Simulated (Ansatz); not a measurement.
C: what symmetry allows forces and stress to be

```
C
1.0
     2.47000    0.00000    0.00000
    -1.23500    2.13908    0.00000
     0.00000    0.00000    6.79000
C
4
Cartesian
  0.0000 0.0000 0.0000
  0.0000 0.2250 3.3950
  0.0000 1.4261 0.0340
  1.2350 0.7130 3.4289
```

The calculation used DFT PBEsol, scalar-relativistic, plane waves, PAW in Ansatz.

Settings: cutoff 420 eV, Γ-centred mesh 18×18×6 on the computed 4-atom cell, Gaussian smearing of 0.10 eV; no spin polarisation.

This distorted cell has space group Cm, with 2 operations.

Without a calculation: in which directions can each atom feel a force?

A force must be left unchanged by every operation that keeps its atom in place, so it lies in the space that those operations leave fixed. Atoms that the group maps onto each other feel forces of one size.
| atom | site symmetry | operations at the site | equivalent to atom | allowed force (Cartesian) |
| --- | --- | --- | --- | --- |
| C1 | m | 2 | 1 | in the plane normal to (1.00, 0.00, 0.00) |
| C2 | m | 2 | 2 | in the plane normal to (1.00, 0.00, 0.00) |
| C3 | m | 2 | 3 | in the plane normal to (1.00, 0.00, 0.00) |
| C4 | m | 2 | 4 | in the plane normal to (1.00, 0.00, 0.00) |

That leaves 8 independent force components of 12, tied by 2 conditions that the forces sum to zero, so 6 remain. A relaxation in this cell that keeps the symmetry moves the atoms in these directions alone.

And the stress tensor?

It must be invariant under the point group, which leaves 4 independent components: xz, xy vanish.

Do the computed values obey this?

Yes. Forces (eV/Å):
```
C1   0.000 -0.021  0.570
C2   0.000 -7.934  0.409
C3   0.000  0.027 -0.570
C4   0.000  7.928 -0.409
```

Stress (GPa, compression positive, xx yy zz yz xz xy): 16.85 -3.47 0.90 1.20 0.00 0.00. The program imposes the same operations on density, forces and stress, so this confirms the analysis and is no independent test of the calculation.

The cell holds layers, and where no dispersion correction was added their binding is poorly described.